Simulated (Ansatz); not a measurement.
# 2H-NbSTe monolayer in a perpendicular field

What dipole does a perpendicular field induce in the 2H-NbSTe monolayer? A positive field points along +c.

Program: Ansatz 0.2.0. Level of theory: plane-wave DFT, PBE-D3(BJ), Ansatz PAW (set soft_1); PAW set soft_1. Results are calculated unless marked as measured.

### Step 1. Set-up

The cell holds 3 atoms: 1 Te, 1 Nb and 1 S. Cell: a = 3.620 Å, b = 3.620 Å, c = 37.829 Å, α = 90.0°, β = 90.0°, γ = 120.0°. Vacuum lies along c.

Structure file:

```cif
data_structure
_symmetry_space_group_name_H-M 'P 1'
_symmetry_Int_Tables_number 1
_cell_length_a 3.6204
_cell_length_b 3.6204
_cell_length_c 37.8290
_cell_angle_alpha 90.000
_cell_angle_beta 90.000
_cell_angle_gamma 120.000
_cell_volume 429.41
loop_
_atom_site_label
_atom_site_type_symbol
_atom_site_fract_x
_atom_site_fract_y
_atom_site_fract_z
_atom_site_occupancy
Te1 Te 0.33333 0.66667 0.45468 1
Nb2 Nb 0.00000 0.00000 0.50690 1
S3 S 0.33333 0.66667 0.54532 1
```

### Step 2. Relaxing the slab

The starting cell is a guess, so the in-plane lattice and the atoms are relaxed first, with the slab cut off from its images along the normal.

Input file input.yaml:

```yaml
crystal:
  lattice:
    - [3.620432, 0.0, 0.0]
    - [-1.810216, 3.1353860847, 0.0]
    - [0.0, 0.0, 37.8289942633]
  atoms:
    - { symbol: Te, position: [0.3333333333, 0.6666666667, 0.4546776972] }
    - { symbol: Nb, position: [0.0, 0.0, 0.5068968678], spin: 1.0 }
    - { symbol: S, position: [0.3333333333, 0.6666666667, 0.5453223028] }
  periodic: [true, true, false]
magnetization:
  spin_polarized: true
kpoints:
  mp_grid: { grid: [12, 12, 1] }
hamiltonian:
  xc: pbe
  dispersion: d3bj
  pseudopotentials: { kind: paw, azcp: { folder: soft_1 } }
scf:
  occupations: { method: fermi_dirac, width: 0.05 }
  convergence: { dr2_threshold: 1.0e-09 }
relax:
  f_tol: 0.004
  max_steps: 90
  cell: {}
output:
  write_potential: true
  write_density: true
  volumetric_format: npy
```

On the command line:

```console
ansatz run input.yaml --threads 2 --pin off --max-ram 3072MiB --backend cpu --events-out ev --progress --plain --runs-dir out
```

Numbers of over 12 decimals in the logs are rounded to 6 here.

What it wrote:

```text
Warning: relax.cell: scf.convergence.dr2_threshold = 1e-9 eV is looser than the 1.66354394539e-10 eV advised for a relaxation that steers and ends on the stress (1e-10 eV for each atom of the cell: 3, times the square of relax.cell.stress_2d_tol = 0.05 N/m over 13.4 Å (the atoms' height at the walk's start and 5 Å past either face), 3.723e-2 GPa, over a crystal's default 0.05). What an SCF threshold leaves in a stress goes as its square root, and in the free energy as the threshold itself, and one threshold admits the most on a small cell: [figures from the program's tests cut] Set scf.convergence.dr2_threshold to 1.66354394539e-10 eV or tighter. [rest of the remark cut]
Engine: ansatz 0.2.0, aarch64-unknown-linux-gnu
Pseudopotentials: kind: paw
Pseudopotential: Te, paw, valence charge 16, recommended cutoff 420 eV (normal), soft_1/Te.paw.azcp
Pseudopotential: Nb, paw, valence charge 13, recommended cutoff 420 eV (normal), soft_1/Nb.paw.azcp
Pseudopotential: S, paw, valence charge 6, recommended cutoff 420 eV (normal), soft_1/S.paw.azcp
Functional definition: PBE
  parameter kappa = 0.804
  parameter beta = 0.066725
  exchange = pbe_x(kappa = kappa, mu = beta*pi^2/3)
  correlation = pbe_c(beta = beta)
Crystal: 3 atoms, lattice volume = 429.414 Å³
Basis set: ecut = 420 eV, 8275 PW (Γ), exchange–correlation on 50×50×512 points (8 copies of the dense FFT grid, shifted against one another)
Bands: 22, of which v1, the nominal top of the filled ones, is band 18 counted from 1 (17 counted from 0)
Symmetry: 6 space group operations
Space group: P3m1 (ITA 156), of the structure as read, at distance tolerance 7.5e-5 Å
Magnetic group: BNS 156.49 (UNI 1279), of the structure as read, at distance tolerance 7.5e-5 Å
k-points: 19 of 144 (time reversal used)
Non-local potential: Te, projectors of the file, l = 0: 2, l = 1: 2, l = 2: 2, l = 3: 1
Non-local potential: Nb, projectors of the file, l = 0: 3, l = 1: 2, l = 2: 2, l = 3: 1
Non-local potential: S, projectors of the file, l = 0: 2, l = 1: 2, l = 2: 1
PAW form: soft (Blöchl's): semilocal exchange-correlation on the pseudo side does not see the compensation charge
PAW one-centre angular grid: Te, 590 points (default); XC on 64 Gauss nodes
PAW one-centre angular grid: Nb, 590 points (default); XC on 64 Gauss nodes
PAW one-centre angular grid: S, 110 points (default); XC on 64 Gauss nodes
Initial density: superposition of atomic densities (neutral atoms: chi_scale 0, normalization atom)
Starting moments: Σ|m| = 1 μB on 1 of 3 sites
Initial wavefunctions: pseudopotential atomic-orbital guess
Functional: x = pbe(κ = 0.804, μ = 0.219515), c = pbe(β = 0.066725)
SCF iter   1: F=—  HF=-12437.960956 eV  |F-HF|=—  |Δ(HF+E_count)|=         —  Δρ=1.25e-2 (↑1.25e-2 ↓1.03e-2)  dr2=4.16e0  dr2_m=2.25e-2  M=0.760 μB ∫|m|=0.883 μB  β_m=0.30  ethr=3.10e-3  ⟨swp⟩=17.6  Hψ=7601  notcnv=0
Mixer restart at iter 1: flushing history
preconditioner: auto → LDOS  [metal: Δε(μ)=0.059 eV  Ē_g=7.458 eV  σ=0.050 eV  W_gap=0.29  n_scr=20 (ndim 8)  ℏωp=7.4 eV  f_vac=0.794  D(μ)=1.42/eV (n_scr^D=8)]
spin=Collinear: LDOS preconditioning applied to the charge; magnetization (m = ρ↑ − ρ↓) channel mixes plain (no charge-response kernel on spin).
SCF iter   2: F=—  HF=-12437.509484 eV  |F-HF|=—  |Δ(HF+E_count)|=   4.51e-1  Δρ=7.54e-3 (↑7.54e-3 ↓6.40e-3)  dr2=1.31e0  dr2_m=1.03e-2  M=0.756 μB ∫|m|=0.874 μB  β_m=0.47  ethr=3.10e-3  ⟨swp⟩=3.9  Hψ=1926  notcnv=0
SCF iter   3: F=—  HF=-12437.507875 eV  |F-HF|=—  |Δ(HF+E_count)|=   1.61e-3  Δρ=2.59e-3 (↑2.35e-3 ↓2.59e-3)  dr2=7.52e-2  dr2_m=1.45e-3  M=0.731 μB ∫|m|=0.830 μB  β_m=0.56  ethr=3.10e-3  ⟨swp⟩=3.4  Hψ=1889  notcnv=0
SCF iter   4: F=—  HF=-12437.511231 eV  |F-HF|=—  |Δ(HF+E_count)|=         —  Δρ=1.27e-3 (↑1.27e-3 ↓9.81e-4)  dr2=1.67e-2  dr2_m=1.68e-3  M=0.697 μB ∫|m|=0.759 μB  β_m=0.56  ethr=2.15e-4  ⟨swp⟩=3.5  Hψ=1971  notcnv=0
SCF iter   5: F=—  HF=-12437.514891 eV  |F-HF|=—  |Δ(HF+E_count)|=   3.66e-3  Δρ=4.73e-4 (↑4.73e-4 ↓3.04e-4)  dr2=1.41e-3  dr2_m=3.80e-4  M=0.695 μB ∫|m|=0.746 μB  β_m=0.67  ethr=4.77e-5  ⟨swp⟩=3.1  Hψ=1545  notcnv=0
SCF iter   6: F=—  HF=-12437.515346 eV  |F-HF|=—  |Δ(HF+E_count)|=   4.55e-4  Δρ=1.39e-4 (↑8.51e-5 ↓1.39e-4)  dr2=7.99e-5  dr2_m=3.45e-5  M=0.694 μB ∫|m|=0.738 μB  β_m=0.74  ethr=4.03e-6  ⟨swp⟩=3.2  Hψ=1732  notcnv=0
SCF iter   7: F=—  HF=-12437.515412 eV  |F-HF|=—  |Δ(HF+E_count)|=   6.62e-5  Δρ=4.42e-5 (↑4.02e-5 ↓4.42e-5)  dr2=3.12e-6  dr2_m=6.42e-6  M=0.693 μB ∫|m|=0.733 μB  β_m=0.87  ethr=2.28e-7  ⟨swp⟩=3.3  Hψ=1698  notcnv=0
SCF iter   8: F=—  HF=-12437.515421 eV  |F-HF|=—  |Δ(HF+E_count)|=   8.16e-6  Δρ=1.09e-5 (↑7.45e-6 ↓1.09e-5)  dr2=5.20e-7  dr2_m=2.77e-7  M=0.692 μB ∫|m|=0.731 μB  β_m=0.92  ethr=8.92e-9  ⟨swp⟩=3.7  Hψ=2005  notcnv=0
SCF iter   9: F=—  HF=-12437.515421 eV  |F-HF|=—  |Δ(HF+E_count)|=   5.30e-7  Δρ=2.88e-6 (↑2.88e-6 ↓2.81e-6)  dr2=1.39e-7  dr2_m=1.63e-8  M=0.692 μB ∫|m|=0.730 μB  β_m=0.89  ethr=1.48e-9  ⟨swp⟩=3.4  Hψ=1962  notcnv=0
SCF iter  10: F=—  HF=-12437.515421 eV  |F-HF|=—  |Δ(HF+E_count)|=   9.71e-8  Δρ=1.18e-6 (↑9.95e-7 ↓1.18e-6)  dr2=2.77e-8  dr2_m=2.80e-9  M=0.692 μB ∫|m|=0.730 μB  β_m=0.85  ethr=3.96e-10  ⟨swp⟩=3.1  Hψ=1765  notcnv=0
SCF iter  11: F=—  HF=-12437.515421 eV  |F-HF|=—  |Δ(HF+E_count)|=   1.99e-8  Δρ=5.04e-7 (↑3.87e-7 ↓5.04e-7)  dr2=1.50e-9  dr2_m=5.96e-10  M=0.692 μB ∫|m|=0.730 μB  β_m=0.91  ethr=7.91e-11  ⟨swp⟩=3.5  Hψ=1753  notcnv=0
SCF iter  12: F=-12437.515421 eV  HF=-12437.515421 eV  |F-HF|=1.25e-9  |Δ(HF+E_count)|=   2.87e-9  Δρ=1.34e-7 (↑1.18e-7 ↓1.34e-7)  dr2=3.59e-10  dr2_m=1.46e-11  M=0.692 μB ∫|m|=0.730 μB  ethr=2.86e-12  ⟨swp⟩=9.5  Hψ=6853  notcnv=0
SCF 1 converged in 12 iterations: F = -12437.515421 eV  dr2 = 3.59e-10
  greatest PAW one-centre occupation: 0.998 electrons in one spin orbital (limit 2), on the Nb atom at site 1 (counted from 0), in its partial waves of l = 0
relax step   1: F+E_penalty+E_count = -12437.51542118 eV  Δ(F+E_penalty+E_count) = +0.000e0 eV  max|allowed force component| = 1.001e0 eV/Å  Δτ_max = 0.0000 Å  P = -5.109 N/m  Ω = 429.414 Å³  fix = [c, alpha, beta]  reactions: c +0.000 N/m  (12 SCF iters, accepted)
Crystal: 3 atoms, lattice volume = 403.888 Å³
Basis set: ecut = 420 eV, 7849 PW (Γ), exchange–correlation on 50×50×512 points (8 copies of the dense FFT grid, shifted against one another)
Initial density: handed on by an earlier stage of this run
Starting moments: Σ|m| = 1 μB on 1 of 3 sites; this step starts from the density that it was given
Initial wavefunctions: those handed on with the density
[...]
SCF iter  11: F=-12437.678921 eV  HF=-12437.678921 eV  |F-HF|=8.75e-10  |Δ(HF+E_count)|=   3.89e-9  Δρ=7.21e-8 (↑7.21e-8 ↓6.62e-8)  dr2=6.54e-11  dr2_m=7.98e-12  M=0.599 μB ∫|m|=0.614 μB  ethr=1.03e-12  ⟨swp⟩=8.8  Hψ=6480  notcnv=0
SCF 3 converged in 11 iterations: F = -12437.678921 eV  dr2 = 6.54e-11
relax step   3: F+E_penalty+E_count = -12437.67892054 eV  Δ(F+E_penalty+E_count) = -8.475e-2 eV  max|allowed force component| = 1.142e-1 eV/Å  Δτ_max = 0.1003 Å  P = -0.068 N/m  Ω = 398.093 Å³  energy of the carried Pulay correction = +7.133e-4 eV  fix = [c, alpha, beta]  reactions: c -0.000 N/m  (11 SCF iters, accepted)
[...]
relax step   4: F+E_penalty+E_count = -12437.67961961 eV  Δ(F+E_penalty+E_count) = -6.991e-4 eV  max|allowed force component| = 1.454e-2 eV/Å  Δτ_max = 0.0080 Å  P = -0.017 N/m  Ω = 398.794 Å³  energy of the carried Pulay correction = +6.967e-4 eV  fix = [c, alpha, beta]  reactions: c -0.000 N/m  (9 SCF iters, accepted)
[...]
relax step   5: F+E_penalty+E_count = -12437.67962937 eV  Δ(F+E_penalty+E_count) = -9.756e-6 eV  max|allowed force component| = 8.327e-4 eV/Å  Δτ_max = 0.0010 Å  P = +0.001 N/m  Ω = 398.811 Å³  energy of the carried Pulay correction = +6.963e-4 eV  fix = [c, alpha, beta]  reactions: c +0.000 N/m  (7 SCF iters, accepted)
Basis set: ecut = 420 eV, 7741 PW (Γ), exchange–correlation on 48×48×512 points (8 copies of the dense FFT grid, shifted against one another)
Initial wavefunctions: pseudopotential atomic-orbital guess (no wavefunctions were taken with the density)
iter 1 solved again at ethr=2.97e-7 eV; its pass at ethr=3.10e-3 eV (dr2=1.04e-4 eV) is discarded
SCF iter   1: F=—  HF=-12437.678869 eV  |F-HF|=—  |Δ(HF+E_count)|=         —  Δρ=1.61e-5 (↑1.61e-5 ↓1.58e-5)  dr2=8.28e-7  dr2_m=4.11e-9  M=0.587 μB ∫|m|=0.601 μB  β_m=0.65  ethr=2.97e-7  ⟨swp⟩=6.7  Hψ=11825  notcnv=0
preconditioner: auto → LDOS  [metal: Δε(μ)=0.031 eV  Ē_g=7.487 eV  σ=0.050 eV  W_gap=0.15  n_scr=18 (ndim 8)  ℏωp=7.7 eV  f_vac=0.801  D(μ)=2.39/eV (n_scr^D=12)]
spin=Collinear: LDOS preconditioning applied to the charge; magnetization (m = ρ↑ − ρ↓) channel mixes plain (no charge-response kernel on spin).
SCF iter   2: F=—  HF=-12437.678953 eV  |F-HF|=—  |Δ(HF+E_count)|=   8.41e-5  Δρ=5.14e-6 (↑5.14e-6 ↓5.04e-6)  dr2=1.07e-7  dr2_m=6.71e-10  M=0.587 μB ∫|m|=0.601 μB  β_m=0.52  ethr=2.37e-9  ⟨swp⟩=3.4  Hψ=1926  notcnv=0
SCF iter   3: F=—  HF=-12437.678953 eV  |F-HF|=—  |Δ(HF+E_count)|=   1.59e-7  Δρ=2.18e-6 (↑2.18e-6 ↓2.15e-6)  dr2=3.14e-8  dr2_m=1.37e-10  M=0.587 μB ∫|m|=0.601 μB  β_m=0.56  ethr=3.06e-10  ⟨swp⟩=3.7  Hψ=1892  notcnv=0
SCF iter   4: F=—  HF=-12437.678953 eV  |F-HF|=—  |Δ(HF+E_count)|=   4.31e-8  Δρ=6.58e-7 (↑6.58e-7 ↓6.55e-7)  dr2=4.31e-9  dr2_m=2.30e-11  M=0.587 μB ∫|m|=0.601 μB  β_m=0.67  ethr=8.98e-11  ⟨swp⟩=2.9  Hψ=1297  notcnv=0
SCF iter   5: F=—  HF=-12437.678954 eV  |F-HF|=—  |Δ(HF+E_count)|=   1.44e-8  Δρ=1.22e-7 (↑1.22e-7 ↓1.16e-7)  dr2=5.30e-10  dr2_m=4.24e-12  M=0.587 μB ∫|m|=0.601 μB  β_m=0.64  ethr=1.23e-11  ⟨swp⟩=3.4  Hψ=1814  notcnv=0
SCF iter   6: F=-12437.678954 eV  HF=-12437.678954 eV  |F-HF|=1.39e-9  |Δ(HF+E_count)|=   1.05e-9  Δρ=3.75e-8 (↑3.75e-8 ↓2.92e-8)  dr2=1.01e-11  dr2_m=1.06e-12  M=0.587 μB ∫|m|=0.601 μB  ethr=1.51e-12  ⟨swp⟩=12.3  Hψ=6870  notcnv=0
SCF 6 converged in 6 iterations: F = -12437.678954 eV  dr2 = 1.01e-11
relax step   6: F+E_penalty+E_count = -12437.67895351 eV  Δ(F+E_penalty+E_count) = +6.759e-4 eV  max|allowed force component| = 9.940e-4 eV/Å  Δτ_max = 0.0000 Å  P = -0.001 N/m  Ω = 398.811 Å³  fix = [c, alpha, beta]  reactions: c -0.000 N/m  stress off target by 1.10e-3 N/m on what of the cell is left free  SCF on the basis re-selected at this cell (its energy is not comparable with the rows above)  (6 SCF iters)
basis re-selected at this cell: Δ(F+E_penalty+E_count) = +6.759e-4 eV, ΔP = -0.002 N/m vs the last step (what re-selecting the basis moved, of the pressure what is left beyond the Pulay correction that the steps carried, after the strain that the cell walked since its last selection, with what the two solves' SCF thresholds leave and, on support functions, any second-order correction that the steps lacked; it is no measure of the basis error at this ecutwfc). The dense FFT grid was sized anew with the basis: this SCF ran on 24×24×256 points, the steps before it on 25×25×256, so part of this shift can come from that change (see relax.cell in the input reference). [rest of the remark cut]
WARN: The output density's exchange-correlation potential varies sharply where the density is thin. Do not read a vacuum level from v_tot or v_xc, or from such a field of the output density. On a cell that repeats whose density bears no net charge and no dipole along the vacuum's axis use v_es (v_loc + v_h of the components); under efield.dipole_correction with no amplitude use v_es + v_field, which holds any externa [...]
SCF converged after 6 iterations
Magnetization: 0.5872 μB (17.7936 up, 17.2064 down)
Absolute magnetization: 0.6013 μB (∫|ρ↑−ρ↓|, with the PAW one-centre terms)
Spin contamination: 0.0028 ħ² per cell (⟨S²⟩ above its minimum at these occupations)
Per-site moments (μB) at R_I (Å): [(0.017875, 1.162018), (0.271034, 1.014507), (0.040978, 1.014507)]
Free energy (F): -12437.678954 eV
Harris-Foulkes:  -12437.678954 eV  (|F-HF|=1.39e-9)
Internal energy: -12437.659222 eV  (E = F + TS)
E sigma→0 (E₀):  -12437.669088 eV
Entropy (-TS):   -0.019731 eV (-6.577 meV/atom)
Fermi energy:    -5.169907 eV
--- Per-component energies (eV) ---
  E_band       = -924.546399
  E_kinetic    = 650.884394
  E_local      = -84973.843391  (includes V_loc(G=0)·N_el)
  E_nonlocal   = 195.143819
  E_hartree    = 42056.272091
  E_xc         = -377.035658
  E_vxc        = -385.206634  (∫ρ·V_xc dr)
  E_paw        = -8362.440097  (= ΣΔE_a)
  E_vpaw       = -524.068738  (= ΣTr[D̂ρ^β])
  E_aug_tail   = 0.000132  (compensation charges beyond the density's cutoff)
  E_ewald      = 38374.398211
  E_disp       = -1.038722  (pairwise vdW)
  E_smearing   = -0.019731  (= −TS)
  E_closure    = -0.000000  (closes the sum)
  Σ components = -12437.678954   (vs F -12437.678954, Δ=0.00e0)
--- Forces (eV/Å), atoms counted from 1 ---
  atom   1  Te     0.00000000    -0.00000000    -0.00014134
  atom   2  Nb    -0.00000000    -0.00000000    -0.00085242
  atom   3  S      0.00000000    -0.00000000     0.00099418
  max |Σ_I F_I| component: 4.16e-7 eV/Å
--- 2D stress c σ (N/m, compression-positive) ---
       -0.001102       0.000000      -0.000000
        0.000000      -0.001102       0.000000
       -0.000000       0.000000      -0.000000
  P = ½ c Tr σ = -0.0011 N/m
--- Band table (eV; the first three rows and the last of 38) ---
  k-point 0 ↑: bands = [... 14 lower, -7.3052, -5.7188, -5.7188, -4.4913, -2.3985, -2.3985, -1.8388, -1.8388]
  k-point 1 ↑: bands = [... 14 lower, -7.2394, -5.9015, -5.7999, -4.5810, -2.5205, -2.3149, -2.2756, -1.9291]
  k-point 2 ↑: bands = [... 14 lower, -7.2997, -6.3636, -5.9399, -4.9088, -3.1180, -2.4730, -2.3466, -1.7815]
  k-point 18 ↓: bands = [... 14 lower, -8.4453, -8.0357, -6.7931, -4.8034, -3.3902, -2.2311, -1.6201, -0.6190]
  the weakly bound empty levels are not read free of the cell's end (no_gap_told)
--- Relaxed structure (5 steps of the walk, 5 accepted, 1 SCFs on fresh bases) ---
  F+E_penalty+E_count = -12437.67895351 eV   max|allowed force component| = 9.940e-4 eV/Å   (the final SCF, on the basis selected at the relaxed cell)
  cell:  # Å, volume = 398.8114 Å³
    - [3.489041, -9.724887291861143e-18, 0]
    - [-1.744521, 3.021598, 0]
    - [0, 0, 37.8289942633]
  atoms:
    - { symbol: Te, position: [0.333333, 0.666667, 0.455162] }
    - { symbol: Nb, position: [0, -3.700743415524894e-17, 0.507218] }
    - { symbol: S, position: [0.333333, 0.666667, 0.544517] }
```

It took 2.4 min on 2 threads of Arm Neoverse V1, shared host; peak memory 0.78 GiB; 4.6 min of CPU time.

The steps of the relaxation:

```csv
step,energy less that of the first step (eV),largest force component (eV/Å),volume (Å³)
1,0.0000,1.0006,429.41
2,-0.0788,1.3897,403.89
3,-0.1635,0.1142,398.09
4,-0.1642,0.0145,398.79
5,-0.1642,0.0008,398.81
6*,-0.1635,0.0010,398.81
```

Relaxation steps marked * repeat the geometry before them on a plane-wave basis chosen anew for their cell, so energy and pressure can jump there.

Forces are held to the 6 operations that the run works with; a distortion that breaks them can't arise in this run.

```csv
cell as run,before,after,change
a (Å),3.620,3.489,-3.6 %
b (Å),3.620,3.489,-3.6 %
```

The atoms that moved most (Å, along periodic axes as changes of fractional coordinates times the final cell, across vacuum about the mean position):

```csv
atom,dx,dy,dz,length
S3,0.000,0.000,-0.030,0.030
Te1,0.000,0.000,0.018,0.018
Nb2,0.000,0.000,0.012,0.012
```

The relaxed structure:

```
Te Nb S
1.0
     3.48904    0.00000    0.00000
    -1.74452    3.02160    0.00000
     0.00000    0.00000   37.82899
Te Nb S
1 1 1
Direct
  0.33333 0.66667 0.45516
  0.00000 0.00000 0.50722
  0.33333 0.66667 0.54452
```

This step gave:

```
energy at zero smearing : -12437.6691 eV
total moment            : 0.5872 μB
site moments            : 0.01787, 0.2710, 0.04098 μB
```

Site moment by atom:

```csv
atom,site moment (μB)
Te1,0.018
Nb2,0.271
S3,0.041
```

The lattice constant a goes from 3.620 to 3.489 Å.

(Part 1 of 2 ends here.)

[Logs are printed without paths, hosts, clocks, repeated set-up lines and the standing remarks that a program may print on its own settings, such as how far it seeks lower states.]

[Hosts, paths, dates, database ids (printed as entryN), source tags and the programs' standing remarks are cut or masked in the printed files.]

[Maps of the electrostatic potential energy from Ansatz leave out the sawtooth potential of an applied field or a dipole correction, so their vacuum need not be flat; planar profiles and work functions include it.]
